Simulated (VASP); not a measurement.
A run of VASP 6.6.1 is set up as follows.

Contents of POSCAR:

```
MoS2
1.0
    3.1690000000      0.0000000000      0.0000000000
   -1.5845000000      2.7444345000      0.0000000000
    0.0000000000      0.0000000000     12.3240000000
Mo S
2 4
Direct
    0.3333333300      0.6666666700      0.2500000000
    0.6666666700      0.3333333300      0.7500000000
    0.3333333300      0.6666666700      0.6230000000
    0.6666666700      0.3333333300      0.1230000000
    0.3333333300      0.6666666700      0.8770000000
    0.6666666700      0.3333333300      0.3770000000
```

The input INCAR.step1:

```
SYSTEM = MoS2
ALGO = Normal ; EDIFF = 1E-8
EDIFFG = -0.002 ; ENCUT = 600
IBRION = 2 ; ISIF = 3
ISMEAR = 0 ; LASPH = .TRUE.
LCHARG = .FALSE. ; LREAL = .FALSE.
LWAVE = .FALSE. ; NELM = 60
NSW = 40 ; PREC = Accurate
SIGMA = 0.02
```

INCAR.step2

```
SYSTEM = MoS2
ALGO = Normal ; EDIFF = 1E-8
ENCUT = 600 ; IBRION = 8
ISIF = 2 ; ISMEAR = 0
LASPH = .TRUE. ; LCHARG = .FALSE.
LREAL = .FALSE. ; LWAVE = .FALSE.
NELM = 60 ; NSW = 1
PREC = Accurate ; SIGMA = 0.02
```

Contents of KPOINTS:

```
k-points
0
G
  9 9 3
  0 0 0
```

Potentials or basis: VASP PAW LDA potentials, release 64 (Mo_sv, S).

Command:

```sh
$ cat potpaw_LDA.64/Mo_sv/POTCAR potpaw_LDA.64/S/POTCAR > POTCAR
$ cp INCAR.step1 INCAR
$ mpirun -np 1 vasp_std > vasp.out
$ cp CONTCAR POSCAR
$ cp INCAR.step2 INCAR
$ mpirun -np 1 vasp_std > vasp.out
```

(1) Estimate the highest phonon frequency at Γ, LO-TO splitting left out.

(2) Predict the relaxed volume.

(3) Predict the relaxed cell.

(4) Predict the space group after relaxing (to 0.05 Å).

## Answers

(1) 475 cm⁻¹.

(2) 17.00 Å³/atom.

(3) a = 3.124 Å, b = 3.124 Å, c = 12.075 Å, α = 90.00°, β = 90.00°, γ = 120.00°.

(4) P6_3/mmc (No. 194).
